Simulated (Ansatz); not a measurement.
**SiC (wurtzite type): independent-particle optics, part 1 of 2**

How does SiC (wurtzite type) absorb light if electrons and holes don't interact? The runs, in order: HSE06 for the gap; optics with PBE on 9×9×4; optics with r2SCAN on 9×9×4; optics with PBE and scissors to the HSE06 gap on 9×9×4.

Program: Ansatz 0.2.0. Level of theory: plane waves, PAW; no local fields, no excitons. These are calculated values, not measurements.

### Step 1. The starting structure

It takes space group P6_3mc (No. 186, hexagonal). Conventional cell: a = 3.075 Å, b = 3.075 Å, c = 5.048 Å, α = 90.00°, β = 90.00°, γ = 120.00°. Si (site symmetry 3m) has 4 C at 1.88 to 1.90 Å as nearest neighbours. C (site symmetry 3m) is surrounded by 4 Si at 1.88 to 1.90 Å.

Coordinates:

```cif
data_structure
_symmetry_space_group_name_H-M 'P 1'
_symmetry_Int_Tables_number 1
_cell_length_a 3.0754
_cell_length_b 3.0754
_cell_length_c 5.0481
_cell_angle_alpha 90.000
_cell_angle_beta 90.000
_cell_angle_gamma 120.000
_cell_volume 41.35
loop_
_atom_site_label
_atom_site_type_symbol
_atom_site_fract_x
_atom_site_fract_y
_atom_site_fract_z
_atom_site_occupancy
Si1 Si 0.33333 0.66667 0.99959 1
Si2 Si 0.66667 0.33333 0.49959 1
C1 C 0.33333 0.66667 0.37541 1
C2 C 0.66667 0.33333 0.87541 1
```

Cell and atoms come from an earlier r2SCAN relaxation.

### Step 2. The gap to aim at

Input file input.yaml:

```yaml
crystal:
  lattice:
    - [3.0753562516, 0.0, 0.0]
    - [-1.5376781258, 2.6633366395, 0.0]
    - [0.0, 0.0, 5.0481081077]
  atoms:
    - { symbol: Si, position: [0.3333333333, 0.6666666667, -0.0004084095] }
    - { symbol: Si, position: [0.6666666667, 0.3333333333, 0.4995915905] }
    - { symbol: C, position: [0.3333333333, 0.6666666667, 0.3754084095] }
    - { symbol: C, position: [0.6666666667, 0.3333333333, 0.8754084095] }
kpoints:
  mp_grid: { grid: [6, 6, 4] }
  band_path:
    path:
      - [0.0, 0.0, 0.0]
      - [0.5, 0.0, 0.0]
      - [0.3333333333, 0.3333333333, 0.0]
      - [0.0, 0.0, 0.5]
      - [0.5, 0.0, 0.5]
      - [0.3333333333, 0.3333333333, 0.5]
    npoints: 1
hamiltonian:
  xc: hse06
scf:
  occupations: { method: fixed }
  n_extra_bands: 5
output:
  forces: true
  stress: true
  eigenvalues: true
```

Command:

```sh
ansatz run input.yaml --threads 4 --pin off --max-ram 3686MiB --backend cpu --events-out ev --progress --plain --runs-dir out
```

Standard output:

```text
Warning: output.stress: scf.convergence.dr2_threshold = 1e-7 eV (the SCF's general default) is looser than the 4e-10 eV advised for a printed stress (1e-10 eV for each atom of the cell: 4). What an SCF threshold leaves in a stress goes as its square root, and in the free energy as the threshold itself, and one threshold admits the most on a small cell: of the crystals measured, under no hybrid functional and no lock of the moments, on runs that ended without the residual-converged pass, on stresses that held no estimate of that error, the worst erred by over 100 MPa in a component at 1e-7 eV an atom and by under 5 at 1e-10. Set scf.convergence.dr2_threshold to 4e-10 eV or tighter. The threshold is an SCF's pass mark: one that does not reach it within its budget of iterations ends unconverged, or closes short of it on a stop that the run arms, and scf.convergence.dr2_threshold's page says what that costs each kind of run
Warning: output.stress: scf.exx.energy_threshold = 1e-6 eV is looser than the 4e-8 eV advised for a stress under a hybrid functional (1e-8 eV for each atom of the cell: 4). Every SCF of the exchange loop can meet its threshold on dr2 while the loop round them stops early: no threshold on dr2 bounds what that leaves in the stress. Set scf.exx.energy_threshold to 4e-8 eV or tighter. The threshold is the loop's pass mark: a loop that does not reach it within its budget of cycles ends unconverged, and scf.exx.energy_threshold's page has the law
Warning: RAYON_NUM_THREADS=4 ignored (pool sized by the plan → 4); use --threads N
scf.n_extra_bands = 5 over 8 filled bands (N_el = 16.0): the run solves 13 bands
Engine: ansatz 0.2.0, aarch64-unknown-linux-gnu
Pseudopotentials: kind: paw
Pseudopotential: Si, paw, valence charge 4, recommended cutoff 420 eV (normal), Si.paw.azcp
Pseudopotential: C, paw, valence charge 4, recommended cutoff 420 eV (normal), C.paw.azcp
Functional definition: HSE06
  parameter a = 0.25
  parameter omega = 0.11/bohr
  exchange = pbe_x - a*pbe_x_sr(omega) + a*exact_x_sr(omega)
  correlation = pbe_c
davidson cushion auto → on  (no smearing: the cushion is to keep the highest requested band from converging to the state above it; pin scf.eigensolver.cushion to override)
Crystal: 4 atoms, lattice volume = 41.348 Å³
Basis set: ecut = 420 eV, 785 PW (Γ), exchange–correlation on 48×48×72 points (8 copies of the dense FFT grid, shifted against one another)
Bands: 13, of which v1, the nominal top of the filled ones, is band 8 counted from 1 (7 counted from 0)
Symmetry: 12 space group operations
Space group: P63mc (ITA 186), of the structure as read, at distance tolerance 3.5e-5 Å
k-points: 21 of 144 (time reversal used)
Non-local potential: Si, projectors of the file, l = 0: 2, l = 1: 2, l = 2: 2
Non-local potential: C, projectors of the file, l = 0: 2, l = 1: 2, l = 2: 1
PAW form: soft (Blöchl's): semilocal exchange-correlation on the pseudo side does not see the compensation charge
PAW frozen core: Si, regenerated for the run's functional, and the local potential with it (the file was generated under x = pbe(κ = 0.804, μ = 0.2195149727645171), c = pbe(β = 0.06672455060314922))
PAW frozen core: C, regenerated for the run's functional, and the local potential with it (the file was generated under x = pbe(κ = 0.804, μ = 0.2195149727645171), c = pbe(β = 0.06672455060314922))
PAW one-centre angular grid: Si, 110 points (default); XC on 64 Gauss nodes
PAW one-centre angular grid: C, 110 points (default); XC on 64 Gauss nodes
Initial density: superposition of atomic densities (neutral atoms: chi_scale 0, normalization atom), corrected by the library's trained network
Initial wavefunctions: pseudopotential atomic-orbital guess
Functional: x = pbe(κ = 0.804, μ = 0.2195149727645171), c = pbe(β = 0.06672455060314922), warm-up for x = pbe(κ = 0.804, μ = 0.2195149727645171) + 0.25 (exact − pbe) at short range (hse, ω = 0.20786987370883472 Å⁻¹), c = pbe(β = 0.06672455060314922); HSE06 as pw.x's `hse` composes it (authors' and Libxc's form: `xc: wpbeh`)
SCF iter   1: F=—  HF=-1774.283623 eV  |F-HF|=—  |Δ(HF+E_count)|=         —  Δρ=2.12e-3  dr2=1.74e-3  ethr=1.77e-3  ⟨swp⟩=7.1  Hψ=1453  notcnv=0
preconditioner: auto → none  [insulator: Δε(μ)=2.250 eV  Ē_g=12.482 eV  n_scr=2 (ndim 8)  ℏωp=23.1 eV  f_vac=0.000]
iter 2 solved again at ethr=7.22e-7 eV; its pass at ethr=1.09e-5 eV (dr2=1.16e-4 eV) is discarded
SCF iter   2: F=-1774.283609 eV  HF=-1774.283545 eV  |F-HF|=6.36e-5  |Δ(HF+E_count)|=   7.82e-5  Δρ=7.65e-4  dr2=1.18e-4  ethr=7.22e-7  ⟨swp⟩=2.3  Hψ=1513  notcnv=0  defer=2
SCF 1 stopped early in 2 iterations: F = -1774.283609 eV  dr2 = 1.18e-4
Initial density: handed on by an earlier stage of this run
Initial wavefunctions: those handed on with the density
Functional: x = pbe(κ = 0.804, μ = 0.2195149727645171) + 0.25 (exact − pbe) at short range (hse, ω = 0.20786987370883472 Å⁻¹), c = pbe(β = 0.06672455060314922); HSE06 as pw.x's `hse` composes it (authors' and Libxc's form: `xc: wpbeh`)
Exchange kernel: α = 0.2500, screened, ω = 0.2079 Å⁻¹, Wigner–Seitz truncation, v(0) = 1043.0621 eV·Å³, q-mesh 6×6×4, nearest image of the exchange supercell L = 18.45 Å, pair-density grid 15×15×24, without the augmentation charges, whose exchange is taken in its separable form by FFT convolution over the k-point mesh (sized by the pseudopotential files, 18×18×36 at the most), smooth part of the exact exchange by density-matrix convolution
Frozen-core exchange: fock
SCF iter   1: F=—  HF=-1775.565230 eV  |F-HF|=—  |Δ(HF+E_count)|=         —  Δρ=5.44e-3  dr2=7.60e-3  ethr=7.41e-6  ⟨swp⟩=7.1  Hψ=1420  notcnv=0
preconditioner: auto → none  [insulator: Δε(μ)=3.129 eV  Ē_g=14.305 eV  n_scr=2 (ndim 8)  ℏωp=23.1 eV  f_vac=0.000]
SCF iter   2: F=—  HF=-1775.562191 eV  |F-HF|=—  |Δ(HF+E_count)|=   3.04e-3  Δρ=2.53e-3  dr2=1.67e-3  ethr=7.41e-6  ⟨swp⟩=3.0  Hψ=873  notcnv=0
SCF iter   3: F=—  HF=-1775.566276 eV  |F-HF|=—  |Δ(HF+E_count)|=   4.08e-3  Δρ=7.48e-4  dr2=2.50e-4  ethr=7.41e-6  ⟨swp⟩=3.1  Hψ=744  notcnv=0
SCF iter   4: F=—  HF=-1775.566205 eV  |F-HF|=—  |Δ(HF+E_count)|=   7.13e-5  Δρ=2.42e-4  dr2=2.90e-5  ethr=1.46e-6  ⟨swp⟩=3.1  Hψ=812  notcnv=0
SCF iter   5: F=—  HF=-1775.566249 eV  |F-HF|=—  |Δ(HF+E_count)|=   4.47e-5  Δρ=1.09e-4  dr2=3.94e-6  ethr=1.48e-7  ⟨swp⟩=3.7  Hψ=801  notcnv=0  defer=1
SCF iter   6: F=-1775.566248 eV  HF=-1775.566248 eV  |F-HF|=2.33e-7  |Δ(HF+E_count)|=   1.02e-6  Δρ=3.20e-5  dr2=7.49e-7  ethr=2.20e-8  ⟨swp⟩=2.0  Hψ=632  notcnv=0
SCF 2 stopped early in 6 iterations: F = -1775.566248 eV  dr2 = 7.49e-7
  Residual-converged pass: ⟨swp⟩=3.6  Hψ=713  notcnv=0  max |occ|·‖R‖ = 6.6e-6 eV (tolerance 6.7e-6 eV)  dr2=7.47e-7  dr2_onsite=5.10e-9  max |Δocc| = 0.0e0
hybrid outer 1: dexx = +5.131e-3 eV, tail = 5.94e-6 eV
Exchange kernel: α = 0.2500, screened, ω = 0.2079 Å⁻¹, Wigner–Seitz truncation, v(0) = 1043.0621 eV·Å³, q-mesh 6×6×4, nearest image of the exchange supercell L = 18.45 Å, pair-density grid 15×15×24, without the augmentation charges, whose exchange is taken in its separable form by FFT convolution over the k-point mesh (sized by the pseudopotential files, 18×18×36 at the most), smooth part of the exact exchange by density-matrix convolution
Frozen-core exchange: fock
SCF iter   1: F=—  HF=-1775.566214 eV  |F-HF|=—  |Δ(HF+E_count)|=         —  Δρ=1.80e-5  dr2=8.32e-8  ethr=1.85e-7  ⟨swp⟩=3.0  Hψ=688  notcnv=0
preconditioner: auto → none  [insulator: Δε(μ)=3.161 eV  Ē_g=14.312 eV  n_scr=2 (ndim 8)  ℏωp=23.1 eV  f_vac=0.000]
SCF iter   2: F=—  HF=-1775.566214 eV  |F-HF|=—  |Δ(HF+E_count)|=   1.67e-8  Δρ=7.58e-6  dr2=9.48e-9  ethr=4.94e-10  ⟨swp⟩=4.7  Hψ=985  notcnv=0  defer=1
SCF iter   3: F=-1775.566214 eV  HF=-1775.566214 eV  |F-HF|=1.47e-10  |Δ(HF+E_count)|=   3.07e-8  Δρ=1.54e-6  dr2=4.25e-10  ethr=3.43e-11  ⟨swp⟩=4.6  Hψ=943  notcnv=0  defer=4
SCF 3 converged in 3 iterations: F = -1775.566214 eV  dr2 = 4.25e-10
  Residual-converged pass: ⟨swp⟩=3.0  Hψ=648  notcnv=0  max |occ|·‖R‖ = 6.3e-7 eV (tolerance 6.3e-7 eV)  dr2=4.26e-10  dr2_onsite=2.82e-11  max |Δocc| = 0.0e0
hybrid outer 2: dexx = +4.871e-8 eV, tail = 1.98e-9 eV, Δε = 8.08e-4 eV (about 1.76e-5 eV left of the loop's levels), ΔF = 2.93e-4 eV/Å (tail 7.64e-5)
NSCF: frozen V_eff on 6 k-points
hybrid SCF converged: 2 outer / 9 inner (+2 warm-up), last move |dexx| = 4.87e-8 eV, tail = 1.98e-9 eV
Stability not checked: this state was not tested for a lower state beside it, because the functional holds exact exchange (a hybrid, or Hartree-Fock), whose exchange loop this test does not read (fock_operator; see scf.lower_state_search)
Free energy (F): -1775.566214 eV
Frozen-core exchange: fock
Harris-Foulkes:  -1775.566214 eV  (|F-HF|=1.47e-10)
Internal energy: -1775.566214 eV  (E = F + TS)
E sigma→0 (E₀):  -1775.566214 eV
Fermi energy:    9.051649 eV
--- Per-component energies (eV) ---
  E_band       = 38.513120
  E_kinetic    = 271.700250
  E_local      = -208.330748  (includes V_loc(G=0)·N_el)
  E_nonlocal   = 101.089747
  E_hartree    = 65.224123
  E_xc         = -171.527946
  E_vxc        = -176.813196  (∫ρ·V_xc dr)
  E_exx        = -30.428892  (= α·E_x^exact, valence–valence)
  E_paw        = -1234.229820  (= ΣΔE_a)
  E_vpaw       = -18.723437  (= ΣTr[D̂ρ^β])
  E_aug_tail   = 0.000027  (compensation charges beyond the density's cutoff)
  E_ewald      = -568.910286
  E_core_change = -0.152669  (= ΣΔE_core)
  E_smearing   = -0.000000  (= −TS)
  E_closure    = 0.000000  (closes the sum)
  Σ components = -1775.566214   (vs F -1775.566214, Δ=0.00e0)
--- Forces (eV/Å), atoms counted from 1 ---
  atom   1  Si     0.00000000    -0.00000000    -0.01868362
  atom   2  Si     0.00000000     0.00000000    -0.01868362
  atom   3  C     -0.00000000    -0.00000000     0.01867830
  atom   4  C      0.00000000     0.00000000     0.01867830
  max |Σ_I F_I| component: 1.06e-5 eV/Å
--- Stress (GPa, compression-positive) ---
       -1.007753       0.000000       0.000000
        0.000000      -1.007753      -0.000000
        0.000000      -0.000000      -1.518305
  P = ⅓ Tr σ = -1.1779 GPa (-11.779 kbar)
--- Band table (eV; the first three rows and the last of 21) ---
  k-point 0: bands = ["-8.1130", "-4.2682", "-0.4779", "7.5956", "7.5956", "8.9359", "9.0516", "9.0516", "15.0186", "16.5180", "16.9527", "16.9527", "18.1254"]
  k-point 1: bands = ["-7.7825", "-5.3517", "1.1587", "7.3050", "7.7804", "7.7804", "8.8051", "8.8051", "15.3158", "17.0767", "17.0767", "17.3484", "17.7151"]
  k-point 2: bands = ["-6.8163", "-6.8163", "4.1871", "4.1871", "8.2621", "8.2621", "8.2621", "8.2621", "16.1687", "16.1687", "17.6736", "17.6736", "17.6736"]
  k-point 20: bands = ["-2.9499", "-2.9499", "0.5731", "0.5731", "2.9148", "2.9148", "7.1494", "7.1494", "15.2478", "15.2478", "16.2300", "16.2300", "21.0598"]
```

Wall time 38 s (4 threads of Arm Neoverse N1, shared host); peak memory 0.89 GiB.

HSE06 puts the least direct gap over the mesh and the named points at 5.060 eV, and the least gap at 3.160 eV.

### Step 3. Optics, PBE

Input file input.yaml:

```yaml
crystal:
  lattice:
    - [3.0753562516, 0.0, 0.0]
    - [-1.5376781258, 2.6633366395, 0.0]
    - [0.0, 0.0, 5.0481081077]
  atoms:
    - { symbol: Si, position: [0.3333333333, 0.6666666667, -0.0004084095] }
    - { symbol: Si, position: [0.6666666667, 0.3333333333, 0.4995915905] }
    - { symbol: C, position: [0.3333333333, 0.6666666667, 0.3754084095] }
    - { symbol: C, position: [0.6666666667, 0.3333333333, 0.8754084095] }
kpoints:
  mp_grid: { grid: [9, 9, 4] }
hamiltonian:
  xc: pbe
scf:
  occupations: { method: fixed }
output:
  optics:
    e_range: [0, 15]
    de: 0.05
    sigma: 0.1
    bands: { spectra_wanted_up_to: 15 }
  write_density: true
  write_potential: true
  elf: true
  volumetric_format: npy
```

Command:

```sh
ansatz run input.yaml --threads 4 --pin off --max-ram 3686MiB --backend cpu --events-out ev --progress --plain --runs-dir out
```

Standard output:

```text
Warning: RAYON_NUM_THREADS=4 ignored (pool sized by the plan → 4); use --threads N
Engine: ansatz 0.2.0, aarch64-unknown-linux-gnu
Pseudopotentials: kind: paw
Pseudopotential: Si, paw, valence charge 4, recommended cutoff 420 eV (normal), Si.paw.azcp
Pseudopotential: C, paw, valence charge 4, recommended cutoff 420 eV (normal), C.paw.azcp
Functional definition: PBE
  parameter kappa = 0.804
  parameter beta = 0.06672455060314922
  exchange = pbe_x(kappa = kappa, mu = beta*pi^2/3)
  correlation = pbe_c(beta = beta)
Crystal: 4 atoms, lattice volume = 41.348 Å³
Basis set: ecut = 420 eV, 785 PW (Γ)
Bands: 12, of which v1, the nominal top of the filled ones, is band 8 counted from 1 (7 counted from 0)
Symmetry: 12 space group operations
Space group: P63mc (ITA 186), of the structure as read, at distance tolerance 3.5e-5 Å
k-points: 36 of 324 (time reversal used)
Non-local potential: Si, projectors of the file, l = 0: 2, l = 1: 2, l = 2: 2
Non-local potential: C, projectors of the file, l = 0: 2, l = 1: 2, l = 2: 1
PAW form: soft (Blöchl's): semilocal exchange-correlation on the pseudo side does not see the compensation charge
PAW one-centre angular grid: Si, 110 points (default); XC on 64 Gauss nodes
PAW one-centre angular grid: C, 110 points (default); XC on 64 Gauss nodes
Initial density: superposition of atomic densities (neutral atoms: chi_scale 0, normalization atom), corrected by the library's trained network
Initial wavefunctions: pseudopotential atomic-orbital guess
Functional: x = pbe(κ = 0.804, μ = 0.2195149727645171), c = pbe(β = 0.06672455060314922)
SCF iter   1: F=—  HF=-1774.302130 eV  |F-HF|=—  |Δ(HF+E_count)|=         —  Δρ=2.57e-3  dr2=2.87e-3  ethr=1.77e-3  ⟨swp⟩=4.2  Hψ=2496  notcnv=0  defer=70
preconditioner: auto → none  [insulator: Δε(μ)=2.251 eV  Ē_g=11.920 eV  n_scr=2 (ndim 8)  ℏωp=23.1 eV  f_vac=0.000  ε∞_Penn≈4.8]
SCF iter   2: F=—  HF=-1774.302034 eV  |F-HF|=—  |Δ(HF+E_count)|=   9.59e-5  Δρ=9.16e-4  dr2=2.07e-4  ethr=1.79e-5  ⟨swp⟩=2.3  Hψ=1078  notcnv=0  defer=70
SCF iter   3: F=—  HF=-1774.302061 eV  |F-HF|=—  |Δ(HF+E_count)|=   2.64e-5  Δρ=3.96e-4  dr2=2.59e-5  ethr=1.29e-6  ⟨swp⟩=2.0  Hψ=660  notcnv=0  defer=64
SCF iter   4: F=—  HF=-1774.302106 eV  |F-HF|=—  |Δ(HF+E_count)|=   4.55e-5  Δρ=6.94e-5  dr2=8.75e-7  ethr=1.62e-7  ⟨swp⟩=2.5  Hψ=691  notcnv=0  defer=4
SCF iter   5: F=—  HF=-1774.302108 eV  |F-HF|=—  |Δ(HF+E_count)|=   1.46e-6  Δρ=5.49e-6  dr2=4.80e-9  ethr=5.47e-9  ⟨swp⟩=2.2  Hψ=722  notcnv=0
SCF iter   6: F=—  HF=-1774.302108 eV  |F-HF|=—  |Δ(HF+E_count)|=   1.39e-8  Δρ=7.24e-7  dr2=1.21e-10  ethr=3.00e-11  ⟨swp⟩=2.1  Hψ=707  notcnv=0
SCF iter   7: F=-1774.302108 eV  HF=-1774.302108 eV  |F-HF|=6.14e-12  |Δ(HF+E_count)|=  2.19e-10  Δρ=1.17e-7  dr2=3.36e-12  ethr=1.00e-12  ⟨swp⟩=4.6  Hψ=1867  notcnv=0
SCF 1 converged in 7 iterations: F = -1774.302108 eV  dr2 = 3.36e-12
NSCF: frozen V_eff on 36 k-points
Optics k sum: 0 of 36 k-points
[...]
NSCF: frozen V_eff on 1 k-points
NSCF: frozen V_eff on 1 k-points
output.optics: what the bands over the 26 summed would add to eps1, eps2 and the energy-loss function is held between a lower and an upper bound (6 Lanczos steps). eps1, eps2 and their loss function (loss_summed_bands) are given on every row as the summed bands alone make them. Along an axis, on a row where the two bounds hold the loss function to about 1 % of the greater of itself and 0.5 % of |1/eps|, its cell (loss_completed) is given, with the completed eps1 and eps2 that it is formed of (a cell that is left empty reads nan in the table and null in the record). The two bounds hold it so along every axis on all 301 rows up to 15.000 eV. The run works to bound the rows up to 15.000 eV and no higher ones: a peak of the loss function over that energy may be left empty with no warning. To have the run work for it, set output.optics.bands.spectra_wanted_up_to to a higher energy. perfect_screening_sum, loss_f_sum_n_eff and, beside carriers, perfect_screening_limit are those of loss_summed_bands: over the bounded function the two sums would run over rows that are not all bounded, and lack what the bands left out lay past the top of the energy grid. Bounded is said of the bands left out alone, which are those that the basis at basis.ecutwfc holds: it says nothing of that cutoff, of the k-point mesh, of what the sum inside its cells errs by (eps2_relative_error), of the factors of all_electron_strengths, nor of how far the SCF is converged. The bands left out are taken at the k-points, and what their mean over the points' cells stands off that by is in neither bound: the run's estimate of it, which the test of a row counts in, is 0.04 % of |eps| at the most among the values given; where the mean stood off by over 0.5 % the points' spread read 0.1 to 3 times that
SCF converged after 7 iterations
Free energy (F): -1774.302108 eV
Harris-Foulkes:  -1774.302108 eV  (|F-HF|=6.14e-12)
Internal energy: -1774.302108 eV  (E = F + TS)
E sigma→0 (E₀):  -1774.302108 eV
Fermi energy:    9.637768 eV
--- Per-component energies (eV) ---
  E_band       = 57.609083
  E_kinetic    = 271.684369
  E_local      = -210.487912  (includes V_loc(G=0)·N_el)
  E_nonlocal   = 103.678378
  E_hartree    = 65.020886
  E_xc         = -211.115351
  E_vxc        = -218.883559  (∫ρ·V_xc dr)
  E_paw        = -1224.172217  (= ΣΔE_a)
  E_vpaw       = -18.424005  (= ΣTr[D̂ρ^β])
  E_aug_tail   = 0.000027  (compensation charges beyond the density's cutoff)
  E_ewald      = -568.910286
  E_smearing   = -0.000000  (= −TS)
  E_closure    = 0.000000  (closes the sum)
  Σ components = -1774.302108   (vs F -1774.302108, Δ=0.00e0)
--- Band table (eV; the first three rows and the last of 36) ---
  k-point 0: bands = ["-5.9350", "-2.3682", "0.9372", "8.3223", "8.3223", "9.5264", "9.6378", "9.6378", "14.4424", "15.8324", "16.3104", "16.3104"]
  k-point 1: bands = ["-5.6305", "-3.3854", "2.4467", "8.0237", "8.4900", "8.4900", "9.4163", "9.4163", "14.7243", "16.4310", "16.4310", "16.6574"]
  k-point 2: bands = ["-4.7398", "-4.7398", "5.1959", "5.1959", "8.9262", "8.9262", "8.9262", "8.9262", "15.5337", "15.5337", "16.9921", "16.9921"]
  k-point 35: bands = ["-1.1392", "-1.1392", "1.8873", "1.8873", "3.9988", "3.9988", "7.9017", "7.9017", "14.7089", "14.7089", "15.6557", "15.6557"]
```

Wall time 24 s (4 threads of Arm Neoverse N1, shared host); peak memory 0.56 GiB.

From the head of optics.tsv:

```
# eps_inf(xx yy zz) = 7.150830 7.150830 7.509426
# eps_inf_bands = all
# eps_inf_summed_bands(xx yy zz) = 7.111005 7.111005 7.468335
# eps_inf_completed(xx yy zz) = 7.150830 7.150830 7.509426
# eps2_relative_error = 0.0011
# eps_inf_relative_error = 0.0040
# f_sum_n_eff(xx yy zz) = 13.152309 13.152309 13.109365 of n_electrons = 16.000000
# n_bands = 26
# n_bands_set_by = photon_energy
# valid_up_to_ev = 19.785579
# least_direct_gap_ev = 4.012544e0 at k(fractional) = 0.000000 0.444444 0.000000, k_point = 12, channel = 0, bands = 7 8 (counted from 0)
```

The dielectric function from optics.tsv (yy equals xx), one row in 8 (narrow peaks fall between the rows):

```csv
E (eV),ε₂ xx,ε₂ zz,ε₁ xx,ε₁ zz
4.35,0.01,0.00,11.21,12.66
4.75,0.53,0.31,13.53,16.93
5.15,2.79,8.26,15.29,17.02
5.55,4.69,11.26,17.68,16.98
5.95,14.78,16.98,19.73,13.33
6.35,20.96,18.63,10.86,7.27
6.75,21.24,17.11,3.97,1.91
7.15,11.88,10.60,-2.74,1.49
7.55,12.95,18.07,2.12,4.19
7.95,13.61,14.42,0.68,-2.38
8.35,12.66,13.40,-2.85,-2.82
8.75,11.12,10.69,-3.31,-5.59
9.15,9.60,8.02,-4.37,-6.02
9.55,7.60,5.99,-5.22,-4.83
9.95,6.07,5.35,-4.62,-4.23
10.35,5.01,4.72,-4.49,-4.04
10.75,4.12,3.99,-3.93,-3.58
11.15,3.70,3.61,-3.48,-3.57
11.55,3.37,3.12,-3.29,-3.33
11.95,2.91,2.72,-3.25,-3.01
12.35,2.47,2.49,-2.92,-2.83
12.75,2.23,2.16,-2.71,-2.71
13.15,1.90,1.88,-2.53,-2.48
13.55,1.68,1.65,-2.34,-2.37
13.95,1.47,1.40,-2.14,-2.20
14.35,1.29,1.16,-1.96,-1.98
14.75,1.16,1.03,-1.80,-1.81
```

Tallest peaks of ε₂ (mean of the periodic axes): 20.5 at 6.25 eV, 20.2 at 6.70 eV, 14.7 at 7.60 eV.

(Continued in part 2 of 2.)
